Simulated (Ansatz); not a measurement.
# CdSe (Cadmoselite) (P6_3mc) in Ansatz: a series of runs

One crystal, CdSe (Cadmoselite), is run at these levels: RPBE, PBE; tasks: relaxation of cell and atoms, single point.

All numbers are computed with Ansatz 0.2.0; they aren't measurements. Logs are shortened: lines on timing, memory, paths and dates and some standing lists are left out, and cuts for length are marked.

**Measured values to compare with.**

A printed reference work, data compilation reports, for a bulk crystal of CdSe at 2 K: band gap 1.841 eV.

The results are compared with them further down.

**1. The crystal as given**

Symmetry: P6_3mc, No. 186, hexagonal system. Conventional cell: a = 4.300 Å, b = 4.300 Å, c = 7.020 Å, α = 90.00°, β = 90.00°, γ = 120.00°. Cd (site symmetry 3m) has 4 Se at 2.61 to 2.70 Å as nearest neighbours. Around Se (site symmetry 3m) lie 4 Cd at 2.61 to 2.70 Å.

**2. Relaxation of cell and atoms, RPBE**

File input.yaml:

```yaml
crystal:
  lattice:
    - [4.3, 0.0, 0.0]
    - [-2.15, 3.7239092363, 0.0]
    - [0.0, 0.0, 7.02]
  atoms:
    - { symbol: Cd, position: [0.6666666667, 0.3333333333, 0.5] }
    - { symbol: Cd, position: [0.3333333333, 0.6666666667, 0.0] }
    - { symbol: Se, position: [0.6666666667, 0.3333333333, 0.885] }
    - { symbol: Se, position: [0.3333333333, 0.6666666667, 0.385] }
hamiltonian:
  xc: rpbe
  pseudopotentials: { kind: paw }
kpoints:
  mp_grid: { grid: [7, 7, 4] }
scf:
  occupations: { method: fermi_dirac, width: 0.05 }
output:
  forces: true
  stress: true
relax:
  f_tol: 0.01
  max_steps: 40
  cell: { stress_tol: 0.05 }
```

Potentials or basis: Ansatz PAW.

Run with:

```bash
> ansatz run input.yaml --threads 2 --pin off --max-ram 5120MiB --backend cpu --events-out ev --progress --plain --runs-dir out
```

What it wrote:

```text
Warning: RAYON_NUM_THREADS=2 ignored (pool sized by the plan → 2); use --threads N
Engine: ansatz 0.2.0, x86_64-unknown-linux-gnu
Pseudopotentials: kind: paw
Pseudopotential: Cd, paw, valence charge 20, recommended cutoff 420 eV (normal), Cd.paw.azcp
Pseudopotential: Se, paw, valence charge 16, recommended cutoff 420 eV (normal), Se.paw.azcp
Functional definition: RPBE
  parameter kappa = 0.804
  parameter beta = 0.06672455060314922
  exchange = rpbe_x(kappa = kappa, mu = beta*pi^2/3)
  correlation = pbe_c(beta = beta)
Crystal: 4 atoms, lattice volume = 112.410 Å³
Basis set: ecut = 420 eV, 2189 PW (Γ), exchange–correlation on 60×60×96 points (8 copies of the dense FFT grid, shifted against one another)
Bands: 44, of which v1, the nominal top of the filled ones, is band 36 counted from 1 (35 counted from 0)
Symmetry: 12 space group operations
Space group: P63mc (ITA 186), of the structure as read, at distance tolerance 4.8e-5 Å
k-points: 24 of 196 (time reversal used)
Non-local potential: Cd, projectors of the file, l = 0: 3, l = 1: 2, l = 2: 2, l = 3: 1
Non-local potential: Se, projectors of the file, l = 0: 2, l = 1: 2, l = 2: 3, l = 3: 1
PAW form: soft (Blöchl's): semilocal exchange-correlation on the pseudo side does not see the compensation charge
PAW frozen core: Cd, regenerated for the run's functional, and the local potential with it (the file was generated under x = pbe(κ = 0.804, μ = 0.2195149727645171), c = pbe(β = 0.06672455060314922))
PAW frozen core: Se, regenerated for the run's functional, and the local potential with it (the file was generated under x = pbe(κ = 0.804, μ = 0.2195149727645171), c = pbe(β = 0.06672455060314922))
PAW one-centre angular grid: Cd, 590 points (default); XC on 64 Gauss nodes
PAW one-centre angular grid: Se, 590 points (default); XC on 64 Gauss nodes
Initial density: superposition of atomic densities (neutral atoms: chi_scale 0, normalization atom), corrected by the library's trained network
Initial wavefunctions: pseudopotential atomic-orbital guess
Functional: x = rpbe, c = pbe(β = 0.06672455060314922)
SCF iter   1: F=—  HF=-27478.124652 eV  |F-HF|=—  |Δ(HF+E_count)|=         —  Δρ=2.84e-3  dr2=6.99e-3  ethr=1.77e-3  ⟨swp⟩=6.5  Hψ=3918  notcnv=0  defer=10
preconditioner: auto → Resta (q_TF=auto, 2.533 Å⁻¹)  ε∞=3.9  [insulator: Δε(μ)=0.874 eV  Ē_g=12.289 eV  σ=0.050 eV  W_gap=1.00  n_scr=34 (ndim 8)  ℏωp=21.0 eV  f_vac=0.201  D(μ)=0.00/eV (n_scr^D=0)  ε∞_Penn≈3.9]
SCF iter   2: F=—  HF=-27478.124469 eV  |F-HF|=—  |Δ(HF+E_count)|=   1.83e-4  Δρ=9.50e-4  dr2=7.61e-4  ethr=9.71e-6  ⟨swp⟩=2.8  Hψ=2269  notcnv=0  defer=25
SCF iter   3: F=—  HF=-27478.124639 eV  |F-HF|=—  |Δ(HF+E_count)|=   1.70e-4  Δρ=4.51e-4  dr2=2.23e-4  ethr=1.06e-6  ⟨swp⟩=1.1  Hψ=989  notcnv=0  defer=25
SCF iter   4: F=—  HF=-27478.124762 eV  |F-HF|=—  |Δ(HF+E_count)|=   1.23e-4  Δρ=8.00e-5  dr2=7.98e-6  ethr=3.10e-7  ⟨swp⟩=2.0  Hψ=1418  notcnv=0  defer=25
SCF iter   5: F=—  HF=-27478.124799 eV  |F-HF|=—  |Δ(HF+E_count)|=   3.77e-5  Δρ=4.57e-5  dr2=3.17e-6  ethr=1.11e-8  ⟨swp⟩=2.0  Hψ=1658  notcnv=0  defer=25
SCF iter   6: F=—  HF=-27478.124809 eV  |F-HF|=—  |Δ(HF+E_count)|=   9.26e-6  Δρ=1.42e-5  dr2=3.99e-7  ethr=4.40e-9  ⟨swp⟩=2.0  Hψ=1658  notcnv=0  defer=25
SCF iter   7: F=-27478.124811 eV  HF=-27478.124811 eV  |F-HF|=1.35e-7  |Δ(HF+E_count)|=   2.33e-6  Δρ=3.89e-6  dr2=1.74e-8  ethr=1.39e-10  ⟨swp⟩=5.0  Hψ=3432  notcnv=0
SCF 1 converged in 7 iterations: F = -27478.124811 eV  dr2 = 1.74e-8
relax step   1: F+E_penalty+E_count = -27478.12481120 eV  Δ(F+E_penalty+E_count) = +0.000e0 eV  max|allowed force component| = 2.875e-1 eV/Å  Δτ_max = 0.0000 Å  P = +4.996 GPa  Ω = 112.410 Å³  (7 SCF iters, dr2 threshold 1.00e-7 eV, accepted)
Crystal: 4 atoms, lattice volume = 127.280 Å³
Basis set: ecut = 420 eV, 2539 PW (Γ), exchange–correlation on 60×60×96 points (8 copies of the dense FFT grid, shifted against one another)
Initial density: handed on by an earlier stage of this run
Initial wavefunctions: those handed on with the density
iter 1 solved again at ethr=4.82e-5 eV; its pass at ethr=3.10e-3 eV (dr2=3.47e-2 eV) is discarded
SCF iter   1: F=—  HF=-27478.305126 eV  |F-HF|=—  |Δ(HF+E_count)|=         —  Δρ=4.44e-3  dr2=3.43e-2  ethr=4.82e-5  ⟨swp⟩=2.2  Hψ=6026  notcnv=0
preconditioner: auto → Resta (q_TF=auto, 2.481 Å⁻¹)  ε∞=3.8  [insulator: Δε(μ)=0.655 eV  Ē_g=11.706 eV  σ=0.050 eV  W_gap=1.00  n_scr=34 (ndim 8)  ℏωp=19.7 eV  f_vac=0.250  D(μ)=0.00/eV (n_scr^D=0)  ε∞_Penn≈3.8]
SCF iter   2: F=—  HF=-27478.296009 eV  |F-HF|=—  |Δ(HF+E_count)|=   9.12e-3  Δρ=2.31e-3  dr2=7.30e-3  ethr=4.76e-5  ⟨swp⟩=2.8  Hψ=1789  notcnv=0
[... 20 lines left out ...]
Basis set: ecut = 420 eV, 2431 PW (Γ), exchange–correlation on 60×60×96 points (8 copies of the dense FFT grid, shifted against one another)
iter 1 solved again at ethr=4.34e-7 eV; its pass at ethr=3.10e-3 eV (dr2=3.13e-4 eV) is discarded
SCF iter   1: F=—  HF=-27478.306842 eV  |F-HF|=—  |Δ(HF+E_count)|=         —  Δρ=5.08e-4  dr2=2.57e-4  ethr=4.34e-7  ⟨swp⟩=2.0  Hψ=4657  notcnv=0
preconditioner: auto → Resta (q_TF=auto, 2.491 Å⁻¹)  ε∞=3.8  [insulator: Δε(μ)=0.620 eV  Ē_g=11.846 eV  σ=0.050 eV  W_gap=0.99  n_scr=34 (ndim 8)  ℏωp=20.0 eV  f_vac=0.235  D(μ)=0.00/eV (n_scr^D=0)  ε∞_Penn≈3.8]
SCF iter   2: F=—  HF=-27478.306765 eV  |F-HF|=—  |Δ(HF+E_count)|=   7.65e-5  Δρ=2.33e-4  dr2=4.79e-5  ethr=3.57e-7  ⟨swp⟩=2.0  Hψ=1409  notcnv=0
SCF iter   3: F=—  HF=-27478.306775 eV  |F-HF|=—  |Δ(HF+E_count)|=   9.38e-6  Δρ=4.77e-5  dr2=3.86e-6  ethr=6.65e-8  ⟨swp⟩=2.0  Hψ=1728  notcnv=0
SCF iter   4: F=—  HF=-27478.306777 eV  |F-HF|=—  |Δ(HF+E_count)|=   2.24e-6  Δρ=2.35e-5  dr2=9.88e-7  ethr=5.36e-9  ⟨swp⟩=2.0  Hψ=1450  notcnv=0
SCF iter   5: F=-27478.306778 eV  HF=-27478.306778 eV  |F-HF|=2.42e-7  |Δ(HF+E_count)|=   1.00e-6  Δρ=7.05e-6  dr2=8.66e-8  ethr=3.21e-10  ⟨swp⟩=3.5  Hψ=4640  notcnv=0
SCF 4 converged in 5 iterations: F = -27478.306778 eV  dr2 = 8.66e-8
relax step   4: F+E_penalty+E_count = -27478.30677799 eV  Δ(F+E_penalty+E_count) = -7.711e-4 eV  max|allowed force component| = 4.921e-3 eV/Å  Δτ_max = 0.0040 Å  P = +0.022 GPa  Ω = 124.162 Å³  energy of the carried Pulay correction = -2.411e-3 eV  (5 SCF iters, dr2 threshold 2.31e-7 eV, accepted)
Basis set: ecut = 420 eV, 2431 PW (Γ), exchange–correlation on 60×60×100 points (8 copies of the dense FFT grid, shifted against one another)
Initial wavefunctions: pseudopotential atomic-orbital guess (no wavefunctions were taken with the density)
iter 1 solved again at ethr=1.80e-7 eV; its pass at ethr=3.10e-3 eV (dr2=1.30e-4 eV) is discarded
SCF iter   1: F=—  HF=-27478.269793 eV  |F-HF|=—  |Δ(HF+E_count)|=         —  Δρ=8.12e-4  dr2=3.89e-5  ethr=1.80e-7  ⟨swp⟩=3.0  Hψ=6573  notcnv=0
preconditioner: auto → Resta (q_TF=auto, 2.491 Å⁻¹)  ε∞=3.8  [insulator: Δε(μ)=0.625 eV  Ē_g=11.846 eV  σ=0.050 eV  W_gap=1.00  n_scr=34 (ndim 8)  ℏωp=20.0 eV  f_vac=0.234  D(μ)=0.00/eV (n_scr^D=0)  ε∞_Penn≈3.8]
SCF iter   2: F=—  HF=-27478.296951 eV  |F-HF|=—  |Δ(HF+E_count)|=   2.72e-2  Δρ=4.08e-4  dr2=6.65e-6  ethr=5.41e-8  ⟨swp⟩=3.0  Hψ=1763  notcnv=0
SCF iter   3: F=—  HF=-27478.307994 eV  |F-HF|=—  |Δ(HF+E_count)|=   1.10e-2  Δρ=1.03e-4  dr2=1.21e-6  ethr=9.24e-9  ⟨swp⟩=2.8  Hψ=2005  notcnv=0
SCF iter   4: F=—  HF=-27478.308729 eV  |F-HF|=—  |Δ(HF+E_count)|=   7.35e-4  Δρ=2.35e-5  dr2=2.34e-7  ethr=1.69e-9  ⟨swp⟩=2.0  Hψ=1729  notcnv=0
SCF iter   5: F=—  HF=-27478.308762 eV  |F-HF|=—  |Δ(HF+E_count)|=   3.34e-5  Δρ=4.87e-6  dr2=3.18e-8  ethr=3.24e-10  ⟨swp⟩=2.0  Hψ=1729  notcnv=0
SCF iter   6: F=—  HF=-27478.308763 eV  |F-HF|=—  |Δ(HF+E_count)|=   7.82e-7  Δρ=1.74e-6  dr2=6.66e-9  ethr=4.41e-11  ⟨swp⟩=2.1  Hψ=1491  notcnv=0
SCF iter   7: F=—  HF=-27478.308763 eV  |F-HF|=—  |Δ(HF+E_count)|=   4.53e-8  Δρ=5.42e-7  dr2=6.90e-10  ethr=9.25e-12  ⟨swp⟩=2.2  Hψ=1493  notcnv=0
SCF iter   8: F=—  HF=-27478.308763 eV  |F-HF|=—  |Δ(HF+E_count)|=   6.57e-9  Δρ=2.26e-7  dr2=1.38e-10  ethr=1.00e-12  ⟨swp⟩=2.6  Hψ=1512  notcnv=0
SCF iter   9: F=—  HF=-27478.308763 eV  |F-HF|=—  |Δ(HF+E_count)|=  5.24e-10  Δρ=1.29e-7  dr2=4.79e-11  ethr=1.00e-12  ⟨swp⟩=4.0  Hψ=3326  notcnv=0
SCF iter  10: F=-27478.308763 eV  HF=-27478.308763 eV  |F-HF|=3.64e-12  |Δ(HF+E_count)|=  2.36e-10  Δρ=3.27e-8  dr2=1.80e-12  ethr=1.00e-12  ⟨swp⟩=4.0  Hψ=3313  notcnv=0
SCF 5 converged in 10 iterations: F = -27478.308763 eV  dr2 = 1.80e-12
relax step   5: F+E_penalty+E_count = -27478.30876317 eV  Δ(F+E_penalty+E_count) = -1.985e-3 eV  max|allowed force component| = 4.923e-3 eV/Å  Δτ_max = 0.0000 Å  P = +0.009 GPa  Ω = 124.162 Å³  stress off target by 2.30e-2 GPa  SCF on the basis re-selected at this cell (its energy is not comparable with the rows above)  (10 SCF iters)
basis re-selected at this cell: Δ(F+E_penalty+E_count) = -1.985e-3 eV, ΔP = -0.014 GPa vs the last step (what re-selecting the basis moved, of the pressure what is left beyond the Pulay correction that the steps carried, after the strain that the cell walked since its last selection, with what the two solves' SCF thresholds leave and, on support functions, any second-order correction that the steps lacked; it is no measure of the basis error at this ecutwfc). The dense FFT grid was sized anew with the basis: this SCF ran on 30×30×50 points, the steps before it on 30×30×48, so part of this shift can come from that change (see relax.cell in the input reference). This SCF's stress stands 2.30e-2 GPa from its target on what of the cell is left free (relax.cell.stress_tol is 5.00e-2 GPa) and its largest allowed force component is 4.92e-3 eV/Å (relax.f_tol is 1.00e-2 eV/Å): within both
SCF converged after 10 iterations
Free energy (F): -27478.308763 eV
Harris-Foulkes:  -27478.308763 eV  (|F-HF|=3.64e-12)
Internal energy: -27478.308732 eV  (E = F + TS)
E sigma→0 (E₀):  -27478.308748 eV
Entropy (-TS):   -0.000031 eV (-0.008 meV/atom)
Fermi energy:    6.613496 eV
--- Per-component energies (eV) ---
  E_band       = -1850.728478
  E_kinetic    = 1244.078863
  E_local      = -13228.946310  (includes V_loc(G=0)·N_el)
  E_nonlocal   = -1129.458191
  E_hartree    = 6270.189796
  E_xc         = -561.412179
  E_vxc        = -637.124341  (∫ρ·V_xc dr)
  E_paw        = -12017.602994  (= ΣΔE_a)
  E_vpaw       = -639.656804  (= ΣTr[D̂ρ^β])
  E_aug_tail   = -0.001183  (compensation charges beyond the density's cutoff)
  E_ewald      = -8054.382977
  E_core_change = -0.773557  (= ΣΔE_core)
  E_smearing   = -0.000031  (= −TS)
  E_closure    = -0.000000  (closes the sum)
  Σ components = -27478.308763   (vs F -27478.308763, Δ=0.00e0)
--- Forces (eV/Å), atoms counted from 1 ---
  atom   1  Cd     0.00000000    -0.00000000     0.00492333
  atom   2  Cd     0.00000000     0.00000000     0.00492333
  atom   3  Se     0.00000000     0.00000000    -0.00492353
  atom   4  Se     0.00000000    -0.00000000    -0.00492353
  max |Σ_I F_I| component: 4.13e-7 eV/Å
--- Stress (GPa, compression-positive) ---
        0.023037       0.000000       0.000000
        0.000000       0.023037       0.000000
        0.000000       0.000000      -0.020334
  P = ⅓ Tr σ = 0.0086 GPa (0.086 kbar)
--- Relaxed structure (4 steps of the walk, 4 accepted, 1 SCFs on fresh bases) ---
  F+E_penalty+E_count = -27478.30876317 eV   max|allowed force component| = 4.923e-3 eV/Å   (the final SCF, on the basis selected at the relaxed cell)
  cell:  # Å, volume = 124.1622 Å³
    - [4.445016967149022, -3.660716601757562e-33, 0.0]
    - [-2.222508483574511, 3.8494976138039125, -9.907104916179657e-35]
    - [0.0, 0.0, 7.2562458411367725]
  atoms:
    - { symbol: Cd, position: [0.6666666666666666, 0.3333333333333333, 0.504494309472009] }
    - { symbol: Cd, position: [0.3333333333333333, 0.6666666666666666, 0.0044943094720091] }
    - { symbol: Se, position: [0.6666666666666666, 0.3333333333333333, 0.8805056905279908] }
    - { symbol: Se, position: [0.3333333333333333, 0.6666666666666666, 0.3805056905279909] }
```

It took 15 s on 2 threads of Intel Xeon Platinum 8488C (Sapphire Rapids), shared host; peak memory 0.54 GiB.

Results:

| Property | Result |
| --- | --- |
| Free energy | -27478.3088 eV |
| Relaxed volume | 31.04 Å³/atom |
| Relaxed cell | a = 4.445 Å, b = 4.445 Å, c = 7.256 Å, α = 90.00°, β = 90.00°, γ = 120.00° |
| Space group after relaxing (to 0.05 Å) | P6_3mc (No. 186) |
| Energy gained by relaxing | 46.0 meV/atom |
| Ionic steps | 5 |
| Pressure after relaxing | 0.0 GPa |
| Largest force after relaxing | 0.005 eV/Å |
| Band gap on the k mesh | 0.62 eV |

Forces on the atoms (eV/Å):
```
Cd   0.000  0.000  0.005
Cd   0.000  0.000  0.005
Se   0.000  0.000 -0.005
Se   0.000  0.000 -0.005
```

Step by step:
| step | energy change (eV) | largest force (eV/Å) | volume (Å³) |
| --- | --- | --- | --- |
| 1 | 0.0000 | 0.2875 | 112.41 |
| 2 | -0.1714 | 0.0637 | 127.28 |
| 3 | -0.1812 | 0.0317 | 124.83 |
| 4 | -0.1820 | 0.0049 | 124.16 |
| 5 | -0.1840 | 0.0049 | 124.16 |

Final structure:
```cif
data_structure
_symmetry_space_group_name_H-M 'P 1'
_symmetry_Int_Tables_number 1
_cell_length_a 4.4450
_cell_length_b 4.4450
_cell_length_c 7.2562
_cell_angle_alpha 90.000
_cell_angle_beta 90.000
_cell_angle_gamma 120.000
_cell_volume 124.16
loop_
_atom_site_label
_atom_site_type_symbol
_atom_site_fract_x
_atom_site_fract_y
_atom_site_fract_z
_atom_site_occupancy
Cd1 Cd 0.66667 0.33333 0.50449 1
Cd2 Cd 0.33333 0.66667 0.00449 1
Se1 Se 0.66667 0.33333 0.88051 1
Se2 Se 0.33333 0.66667 0.38051 1
```

Caveat: odd divisions of the mesh miss points on the zone boundary, where band edges often lie, so the gap on the mesh can be too wide; the plane-wave basis is chosen anew once the cell has moved, so the energies of steps on either side of that aren't comparable; the volume moved by +10 % from the deposited cell, more than functionals usually miss; the PAW data sets come from PBE, with cores solved anew for the run's functional, which leaves a small shift of forces and pressure. Expect the measured gap to be larger: semilocal functionals such as RPBE lack the derivative discontinuity.

**3. Single point, PBE**

input.yaml: that of step 2 with these lines changed.

```diff
@@ -11,3 +11,3 @@
 hamiltonian:
-  xc: rpbe
+  xc: pbe
   pseudopotentials: { kind: paw }
@@ -17,2 +17,4 @@
   occupations: { method: fermi_dirac, width: 0.05 }
+basis:
+  ecutwfc: "250 eV"
 output:
@@ -20,5 +22,6 @@
   stress: true
-relax:
-  f_tol: 0.01
-  max_steps: 40
-  cell: { stress_tol: 0.05 }
+  eigenvalues: true
+  write_density: true
+  write_potential: true
+  elf: true
+  volumetric_format: npy
```

Potentials or basis: Ansatz PAW.

Run with:

```bash
> ansatz run input.yaml --threads 2 --pin off --max-ram 5120MiB --backend cpu --events-out ev --progress --plain --runs-dir out
```

It took 2 s on 2 threads of Intel Xeon Platinum 8488C (Sapphire Rapids), shared host; peak memory 0.46 GiB.

It converged, with:

```
Free energy            : -27445.5410 eV
Pressure               : 3.0 GPa
Largest force          : 0.230 eV/Å
Band gap on the k mesh : 0.71 eV, direct
```

Forces in eV/Å, atoms in the order of the input:
```
Cd   0.000  0.000  0.230
Cd   0.000  0.000  0.230
Se   0.000  0.000 -0.230
Se   0.000  0.000 -0.230
```

Stress tensor (GPa, compression positive):
```
3.49 0.00 0.00
0.00 3.49 0.00
0.00 0.00 1.87
```

Levels at points of the mesh, in eV from the valence-band top:
```csv
k point,band 33,band 34,band 35,band 36,band 37,band 38,band 39,band 40
"(0.00, 0.00, 0.00)",-0.71,-0.01,0.00,0.00,0.71,2.16,5.98,5.98
"(0.00, 0.00, -0.50)",-0.37,-0.37,-0.37,-0.37,2.36,2.36,5.86,5.86
```

Caveat: odd divisions of the mesh miss points on the zone boundary, where band edges often lie, so the gap on the mesh can be too wide; the pressure holds a Pulay correction of +43.0 GPa for the finite cutoff; the cutoff lies under the one recommended for these potentials.

**4. Against experiment**

Step 3. Measured gap of CdSe: 1.841 eV (2 K; a printed reference work, data compilation). This calculation gives 0.71 eV (-1.13 eV). So large a miss can be the level of theory's own, or it may mean another phase, state or a wrong row. Spin-orbit coupling on Cd, Se is left out. The value is that of PBE, without temperature or zero-point motion. Semilocal functionals fall short of measured gaps as a rule.
